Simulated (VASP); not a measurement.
# AlN (P6_3mc) in VASP: notebook, part 2 of 3

VASP 6.6.1. The steps go on from the part before.

## 3. G0W0 quasiparticle levels, PBE

POSCAR reads:

```
AlN
1.0
    3.1130000000      0.0000000000      0.0000000000
   -1.5565000000      2.6959370820      0.0000000000
    0.0000000000      0.0000000000      4.9810000000
Al N
2 2
Direct
    0.6666666667      0.3333333333      0.5000000000
    0.3333333333      0.6666666667      0.0000000000
    0.6666666667      0.3333333333      0.8800000000
    0.3333333333      0.6666666667      0.3800000000
```

INCAR.step1 reads:

```
SYSTEM = AlN
  PREC = Accurate
  ENCUT = 500
  EDIFF = 1E-8
  ISMEAR = 0
  SIGMA = 0.01
  LREAL = .FALSE.
  LASPH = .TRUE.
  NELM = 100
  ALGO = Fast
  LWAVE = .TRUE.
  LCHARG = .FALSE.
  GGA = PE
```

INCAR.step2 reads:

```
SYSTEM = AlN
  PREC = Accurate
  ENCUT = 500
  EDIFF = 1E-8
  ISMEAR = 0
  SIGMA = 0.01
  LREAL = .FALSE.
  LASPH = .TRUE.
  NELM = 1
  ALGO = Exact
  LWAVE = .TRUE.
  LCHARG = .FALSE.
  GGA = PE
  NBANDS = 266
  LOPTICS = .TRUE.
  ISTART = 1
```

INCAR.step3 reads:

```
SYSTEM = AlN
  PREC = Accurate
  ENCUT = 500
  EDIFF = 1E-8
  ISMEAR = 0
  SIGMA = 0.01
  LREAL = .FALSE.
  LASPH = .TRUE.
  ALGO = EVGW0
  LWAVE = .FALSE.
  LCHARG = .FALSE.
  GGA = PE
  NELMGW = 1
  NBANDS = 266
  ENCUTGW = 150
  NOMEGA = 48
  PRECFOCK = Fast
  ISTART = 1
  NBANDSGW = 16
```

KPOINTS reads:

```
Automatic mesh
0
G
  5 5 3
  0 0 0
```

Potentials or basis: VASP PAW PBE potentials, release 64 (Al_GW, N_GW).

Launch:

```bash
$ cat potpaw_PBE.64/Al_GW/POTCAR potpaw_PBE.64/N_GW/POTCAR > POTCAR
$ cp INCAR.step1 INCAR
$ mpirun -np 1 vasp_std > vasp.out
$ cp INCAR.step2 INCAR
$ mpirun -np 1 vasp_std > vasp.out
$ cp INCAR.step3 INCAR
$ mpirun -np 1 vasp_std > vasp.out
```

OUTCAR:

```text
SYSTEM = AlN
   PREC = Accurate
   ENCUT = 500
   EDIFF = 1E-8
   ISMEAR = 0
   LREAL = .FALSE.
   LASPH = .TRUE.
   GGA = PE
   NELMGW = 1
   ENCUTGW = 150
   PRECFOCK = Fast
   ISTART = 1

 ion  position               nearest neighbor table
   1  0.667  0.333  0.500-   3 1.89   4 1.89   4 1.89   4 1.89
   2  0.333  0.667  0.000-   4 1.89   3 1.89   3 1.89   3 1.89
   3  0.667  0.333  0.880-   1 1.89   2 1.89   2 1.89   2 1.89
   4  0.333  0.667  0.380-   2 1.89   1 1.89   1 1.89   1 1.89

  LATTYP: Found a hexagonal cell.
 ALAT       =     3.1130000000
 C/A-ratio  =     1.6000642467

  Lattice vectors:

 A1 = (   3.1130000000,   0.0000000000,   0.0000000000)
 A2 = (  -1.5565000000,   2.6959370820,   0.0000000000)
 A3 = (   0.0000000000,   0.0000000000,   4.9810000000)

Analysis of symmetry for initial positions (statically):
=====================================================================
 Subroutine PRICEL returns:
 Original cell was already a primitive cell.
[... 138 lines left out ...]
   GGA     = PE    functional components
   LHFCALC =     T    Hartree Fock is set to
   PRECFOCK=fast      Normal, Fast or Accurate (Low or Medium for compatibility)
   ENCUT4O =  -1.0   cutoff for four orbital integrals eV
   NKREDX  =     1    reduce k-point grid by
   NKREDY  =     1    reduce k-point grid by
   NKREDZ  =     1    reduce k-point grid by
   AEXX    =    1.0000 exact exchange contribution
   HFSCREEN=    0.0000 screening length (either q_TF or 0.3 A-1)
   HFSCREENC=   0.0000 screening length for correlation (either q_TF or 0.3 A-1)
   ENCUTFOCK=  -1.0 apply spherical cutoff to Coloumb kernel
   IVDW    =     0    specifies the selected vdW correction
   LEPSILON=     F    determine dielectric tensor
   LRPA    =     F    only Hartree local field effects (RPA)
   LRPAFORCE           =     F    calculate RPA forces
   ENCUTGW             = 150.0    cutoff for response function in eV
   ENCUTGWSOFT         = 120.0    soft cutoff for Coulomb kernel in GW response function in eV
   ENCUTLF             =  -1.0    cutoff for local field effects
   NELMGW              =     1    number of iterations in solving QP/BSE equation
   NELMHF              =     1    number of iterations in the inner HF iteration
   NKREDLFX            =     1    NKREDLFY  =   1   NKREDLFZ  =   1
 non-spin polarized calculation
 Gauss-broadening in eV      SIGMA  =   0.01
  energy-cutoff  :      500.00
  volume of cell :       41.80
 maximum number of plane-waves:      1087
 NGX is ok and might be reduce to    24
  NGX = 14; NGY = 14; NGZ = 24
   NGX = 11   NGY = 11   NGZ = 19
 maximum number of plane-waves:       179
 NGX is ok and might be reduce to    14

 QP shifts <psi_nk| G(iteration)W_0 |psi_nk>: iteration 1
 for sc-GW calculations column KS-energies equals QP-energies in previous step
 and V_xc(KS)=  KS-energies - (<T + V_ion + V_H > + <T+V_H+V_ion>^1  + <V_x>^1)

 k-point   1 :       0.0000    0.0000    0.0000
  band No.  KS-energies  QP-energies   sigma(KS)   V_xc(KS)     V^pw_x(r,r')   Z            occupation Imag(sigma)

      1     -10.0590     -11.6345     -16.9846     -14.7943     -24.7716       0.7193       2.0000       1.2524
      2      -7.9098      -9.3637     -18.3706     -16.3492     -25.8646       0.7192       2.0000       0.9847
      3      -0.8756      -2.2213     -14.4978     -12.6512     -18.5314       0.7287       2.0000       0.2041
      4       4.2730       3.2335     -17.6430     -16.2998     -20.6173       0.7739       2.0000       0.0849
      5       4.2730       3.2335     -17.6430     -16.2998     -20.6173       0.7739       2.0000       0.0849
      6       4.9262       3.9720     -17.9934     -16.7670     -20.8178       0.7780       2.0000       0.0806
[... 175 lines left out ...]
      2      -7.4922      -8.9432     -18.6859     -16.7021     -26.1224       0.7314       2.0000       0.9472
      3      -0.1656      -1.5127     -14.8648     -13.0409     -18.6854       0.7386       2.0000       0.1668
      4       0.2936      -1.0259     -15.1813     -13.4027     -18.9047       0.7418       2.0000       0.1516
      5       1.6781       0.3961     -15.5838     -13.8985     -18.8994       0.7607       2.0000       0.1138
      6       2.5908       1.3739     -16.1453     -14.5596     -19.2872       0.7674       2.0000       0.0990
[... 8 lines left out ...]
     15      18.2979      19.2827     -10.8443     -12.1152      -5.3180       0.7749       0.0000      -0.1802
     16      19.6787      20.5930     -10.1811     -11.3633      -4.3387       0.7734       0.0000      -0.2559
```

Run time: 6.7 min. Hardware: 1 thread of Intel Xeon Platinum 8488C (Sapphire Rapids), shared host; peak memory 0.58 GiB.

What came out:

```
Band gap on the k mesh, mean-field level : 4.22 eV, direct
Quasiparticle gap                        : 5.84 eV
Least direct quasiparticle gap           : 5.84 eV
```

Caveat: the k mesh is coarse (spacing up to 0.47 Å⁻¹), so the values aren't converged; bands, screening cutoff and mesh are small and nothing is extrapolated, so the quasiparticle values aren't converged.

## 4. G0W0 quasiparticle levels, PBE

POSCAR is that of step 3.

INCAR.step1 reads:

```
SYSTEM = AlN
PREC = Accurate
ENCUT = 450
EDIFF = 1E-8
ISMEAR = 0
SIGMA = 0.01
LREAL = .FALSE.
LASPH = .TRUE.
NELM = 60
ALGO = Normal
LWAVE = .TRUE.
LCHARG = .FALSE.
GGA = PE
```

INCAR.step2 reads:

```
SYSTEM = AlN
PREC = Accurate
ENCUT = 450
EDIFF = 1E-8
ISMEAR = 0
SIGMA = 0.01
LREAL = .FALSE.
LASPH = .TRUE.
NELM = 1
ALGO = Exact
LWAVE = .TRUE.
LCHARG = .FALSE.
GGA = PE
NBANDS = 258
LOPTICS = .TRUE.
ISTART = 1
```

INCAR.step3 reads:

```
SYSTEM = AlN
PREC = Accurate
ENCUT = 450
EDIFF = 1E-8
ISMEAR = 0
SIGMA = 0.01
LREAL = .FALSE.
LASPH = .TRUE.
ALGO = EVGW0
LWAVE = .FALSE.
LCHARG = .FALSE.
GGA = PE
NELMGW = 1
NBANDS = 258
ENCUTGW = 260
NOMEGA = 48
PRECFOCK = Fast
ISTART = 1
NBANDSGW = 16
```

KPOINTS reads:

```
regular mesh
0
G
  5 5 3
  0 0 0
```

Potentials or basis: VASP PAW PBE potentials, release 64 (Al_GW, N_GW).

Launch:

```bash
$ cat potpaw_PBE.64/Al_GW/POTCAR potpaw_PBE.64/N_GW/POTCAR > POTCAR
$ cp INCAR.step1 INCAR
$ mpirun -np 1 vasp_std > vasp.out
$ cp INCAR.step2 INCAR
$ mpirun -np 1 vasp_std > vasp.out
$ cp INCAR.step3 INCAR
$ mpirun -np 1 vasp_std > vasp.out
```

OUTCAR:

```text
SYSTEM = AlN
   PREC = Accurate
   ENCUT = 450
   EDIFF = 1E-8
   ISMEAR = 0
   LREAL = .FALSE.
   LASPH = .TRUE.
   GGA = PE
   NELMGW = 1
   ENCUTGW = 260
   PRECFOCK = Fast
   ISTART = 1

 Found     10 irreducible k-points:

 Following reciprocal coordinates:
            Coordinates               Weight
  0.000000  0.000000  0.000000      1.000000
  0.200000 -0.000000  0.000000      6.000000
  0.400000  0.000000  0.000000      6.000000
  0.200000  0.200000  0.000000      6.000000
  0.400000  0.200000  0.000000      6.000000
  0.000000  0.000000  0.333333      2.000000
   k-points           NKPTS =     10   k-points in BZ     NKDIM =     75   number of bands    NBANDS=    258
   number of dos      NEDOS =    301   number of ions     NIONS =      4
   total plane-waves  NPLWV =  20736
   dimension x,y,z NGX =    24 NGY =   24 NGZ =   36
   dimension x,y,z NGXF=    48 NGYF=   48 NGZF=   72
   ions per type =               2   2
   NGX,Y,Z   is equivalent  to a cutoff of  12.82, 12.82, 12.02 a.u.
   NGXF,Y,Z  is equivalent  to a cutoff of  25.63, 25.63, 24.03 a.u.
 SYSTEM =  AlN
   PREC   = accura    normal or accurate (medium, high low for compatibility)
   ISTART =      1    job   : 0-new  1-cont  2-samecut
   ICHARG =      0    charge: 1-file 2-atom 10-const
   ISPIN  =      1    spin polarized calculation?
   LNONCOLLINEAR =      F non collinear calculations
   LSORBIT =      F    spin-orbit coupling
   LASPH  =      T    aspherical Exc in radial PAW
   ENCUT  =  450.0 eV  33.07 Ry    5.75 a.u.   5.38  5.38  8.62*2*pi/ulx,y,z
   NELM   =     60;   NELMIN=  2; NELMDL=  0     # of ELM steps
   EDIFF  = 0.1E-07   stopping-criterion for ELM
   LREAL  =      F    real-space projection
   EDIFFG = 0.1E-06   stopping-criterion for IOM
   NSW    =      0    number of steps for IOM
   IBRION =     -1    ionic relax: 0-MD 1-quasi-New 2-CG
   NFREE  =      0    steps in history (QN), initial steepest desc. (CG)
   ISIF   =      0    stress and relaxation
   ISYM   =      3    0-nonsym 1-usesym 2-fastsym
   POTIM  = 0.5000    time-step for ionic-motion
   TEBEG  =    0.0;   TEEND  =   0.0 temperature during run
   PSTRESS=    0.0 pullay stress
   NELECT =      16.0000    total number of electrons
   NUPDOWN=      -1.0000    fix difference up-down
   EMIN   =  10.00;   EMAX   =-10.00  energy-range for DOS
   EFERMI =   0.00;   METHOD = LEGACY
   ISMEAR =     0;   SIGMA  =   0.01  broadening in eV -4-tet -1-fermi 0-gaus
   EFERMI_NEDOS =   21; number of points for ismear=-14 and -15
   IALGO  =     38    algorithm
   IMIX   =      4    mixing-type and parameters
     AMIX     =   0.40;   BMIX     =  1.00
     AMIX_MAG =   1.60;   BMIX_MAG =  1.00
  volume/ion in A,a.u.               =      10.45        70.52
  Fermi-wavevector in a.u.,A,eV,Ry     =   1.188629  2.246183 19.222843  1.412839
  Thomas-Fermi vector in A             =   2.324754
   LORBIT       =      0    0 simple, 1 ext, 2 COOP (PROOUT), +10 PAW based schemes
   GGA     = PE    functional components
   LHFCALC =     T    Hartree Fock is set to
   PRECFOCK=fast      Normal, Fast or Accurate (Low or Medium for compatibility)
   ENCUT4O =  -1.0   cutoff for four orbital integrals eV
   NKREDX  =     1    reduce k-point grid by
   NKREDY  =     1    reduce k-point grid by
   NKREDZ  =     1    reduce k-point grid by
   AEXX    =    1.0000 exact exchange contribution
   HFSCREEN=    0.0000 screening length (either q_TF or 0.3 A-1)
   HFSCREENC=   0.0000 screening length for correlation (either q_TF or 0.3 A-1)
   ENCUTFOCK=  -1.0 apply spherical cutoff to Coloumb kernel
   IVDW    =     0    specifies the selected vdW correction
   LEPSILON=     F    determine dielectric tensor
   LRPA    =     F    only Hartree local field effects (RPA)
   LRPAFORCE           =     F    calculate RPA forces
   ENCUTGW             = 260.0    cutoff for response function in eV
   ENCUTGWSOFT         = 208.0    soft cutoff for Coulomb kernel in GW response function in eV
   ENCUTLF             =  -1.0    cutoff for local field effects
   NELMGW              =     1    number of iterations in solving QP/BSE equation
   NELMHF              =     1    number of iterations in the inner HF iteration
   NKREDLFX            =     1    NKREDLFY  =   1   NKREDLFZ  =   1
 non-spin polarized calculation
 Gauss-broadening in eV      SIGMA  =   0.01
  energy-cutoff  :      450.00
  volume of cell :       41.80
 maximum number of plane-waves:       929
 NGX is ok and might be reduce to    24
  NGX = 12; NGY = 12; NGZ = 20
   NGX = 11   NGY = 11   NGZ = 17
 maximum number of plane-waves:       407

 QP shifts <psi_nk| G(iteration)W_0 |psi_nk>: iteration 1
 for sc-GW calculations column KS-energies equals QP-energies in previous step
 and V_xc(KS)=  KS-energies - (<T + V_ion + V_H > + <T+V_H+V_ion>^1  + <V_x>^1)

 k-point   1 :       0.0000    0.0000    0.0000
  band No.  KS-energies  QP-energies   sigma(KS)   V_xc(KS)     V^pw_x(r,r')   Z            occupation Imag(sigma)

      1     -10.0591     -11.7500     -17.1519     -14.7963     -24.7772       0.7178       2.0000       1.1581
      2      -7.9103      -9.5070     -18.5741     -16.3519     -25.8713       0.7185       2.0000       0.9233
      3      -0.8731      -2.2475     -14.5451     -12.6516     -18.5199       0.7259       2.0000       0.1509
      4       4.2750       3.1360     -17.7766     -16.3013     -20.5972       0.7720       2.0000       0.0495
      5       4.2750       3.1360     -17.7766     -16.3013     -20.5972       0.7720       2.0000       0.0495
      6       4.9300       3.8679     -18.1371     -16.7685     -20.7959       0.7761       2.0000       0.0473
[... 8 lines left out ...]
     15      18.2565      19.1991      -9.3125     -10.5015      -4.0181       0.7927       0.0000      -0.1507
     16      18.2565      19.1991      -9.3125     -10.5015      -4.0181       0.7927       0.0000      -0.1507
[... 84 lines left out ...]
      1      -9.6444     -11.3200     -17.3273     -15.0061     -24.8828       0.7218       2.0000       1.1142
      2      -8.6120     -10.2353     -17.9383     -15.6827     -25.3250       0.7197       2.0000       0.9998
      3       0.4710      -0.8656     -15.4365     -13.6315     -19.0592       0.7404       2.0000       0.1010
      4       3.2236       2.0712     -16.7748     -15.2747     -19.6520       0.7682       2.0000       0.0564
      5       4.4319       3.3103     -17.8621     -16.4103     -20.6465       0.7725       2.0000       0.0491
      6       4.4319       3.3103     -17.8621     -16.4103     -20.6465       0.7725       2.0000       0.0491
[... 8 lines left out ...]
     15      17.1510      18.0073      -8.9935     -10.0636      -3.9285       0.8002       0.0000      -0.1297
     16      17.1510      18.0073      -8.9935     -10.0636      -3.9285       0.8002       0.0000      -0.1297

 [... further k-points ...]
```

OUTCAR.step1:

```text
SYSTEM = AlN
   PREC = Accurate
   ENCUT = 450
   EDIFF = 1E-8
   ISMEAR = 0
   LREAL = .FALSE.
   LASPH = .TRUE.
   NELM = 60
[... 201 lines left out ...]
     -0.00000      1.79729      0.00000        -0.000000      0.000000     -0.131622
      1.55650      0.89865      4.38328         0.000000      0.000000      0.131622
     -0.00000      1.79729      1.89278        -0.000000     -0.000000      0.131622
 -----------------------------------------------------------------------------------
    total drift:                               -0.000000      0.000000     -0.000185

  FREE ENERGIE OF THE ION-ELECTRON SYSTEM (eV)
  ---------------------------------------------------
  free  energy   TOTEN  =       -29.8021757787 eV

  energy  without entropy=      -29.8021757787  energy(sigma->0) =      -29.80217578
```

OUTCAR.step2:

```text
SYSTEM = AlN
   PREC = Accurate
   ENCUT = 450
   EDIFF = 1E-8
[... 588 lines left out ...]
  --------------------------------------------------------------------------------------------------------------
     0.00000     4.73444     4.73444     4.92327    -0.00000    -0.00000    -0.00000
     2.33814     5.06958     5.06958     5.32288    -0.00000    -0.00000    -0.00000
     4.67627     5.34885     5.34885     6.38396    -0.00000    -0.00000     0.00000
     7.01441     7.84547     7.84547     5.98746    -0.00000    -0.00000    -0.00000
     9.35254    -0.12284    -0.12284     4.31017     0.00000     0.00000     0.00000
    11.69068     1.42596     1.42596     0.27134     0.00000     0.00000    -0.00000
[... 92 lines left out ...]
   229.13735     0.98962     0.98962     0.98964     0.00000     0.00000     0.00000
   231.47548     0.98984     0.98984     0.98986     0.00000     0.00000     0.00000
```

It took 8.7 min on 1 thread of Intel Xeon Platinum 8488C (Sapphire Rapids), shared host; peak memory 0.73 GiB.

These settings aren't checked as converged: the numbers below hold their error.

What came out:

| Property | Result |
| --- | --- |
| Band gap on the k mesh, mean-field level | 4.21 eV, direct |
| Quasiparticle gap | 5.84 eV |
| Least direct quasiparticle gap | 5.84 eV |

Caveat: the k mesh is coarse (spacing up to 0.47 Å⁻¹), so the values aren't converged; bands, screening cutoff and mesh are small and nothing is extrapolated, so the quasiparticle values aren't converged.

(Continued in part 3 of 3.)
